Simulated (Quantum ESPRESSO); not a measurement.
Runs of Quantum ESPRESSO 7.5 on BN. Symmetry: F-43m, No. 216, cubic system. The conventional cell has a = 3.626 Å, b = 3.626 Å, c = 3.626 Å, α = 90.00°, β = 90.00°, γ = 90.00°. Around N (site symmetry -43m) lie 4 B at 1.57 Å. Around B (site symmetry -43m) lie 4 N at 1.57 Å. The cell is a database's computed one.

| level | smearing | share of exact exchange | q mesh for exact exchange | cutoff for exact exchange | symmetry | SCF threshold | gap on the mesh (eV) |
| --- | --- | --- | --- | --- | --- | --- | --- |
| r2SCAN-X | fixed | 0.05 | 6 × 6 × 6 | 2394.6 eV | off | 1e-07 Ry | 5.34 |
| r2SCAN-X | fixed | 0.1 | 6 × 6 × 6 | 2394.6 eV | off | 1e-07 Ry | (a) |
| PBE | fermi-dirac 0.05 eV | - | - | - | - | 4e-10 Ry | 4.53 |
| r2SCAN-X | fixed | 0.15 | 6 × 6 × 6 | 2394.6 eV | off | 1e-07 Ry | 6.08 |

Alike in all rows: task single point; potentials or basis SG15 PBE 1.2; no spin polarisation; cell as given; k mesh 6 × 6 × 6; cutoff (eV) 1197; the mesh is coarse, so values aren't converged.

**Question.** Fill in the values left out.

**Answer.** (a) 5.71.

Caveats: all runs use coarse meshes.

A k mesh can miss the band edges.
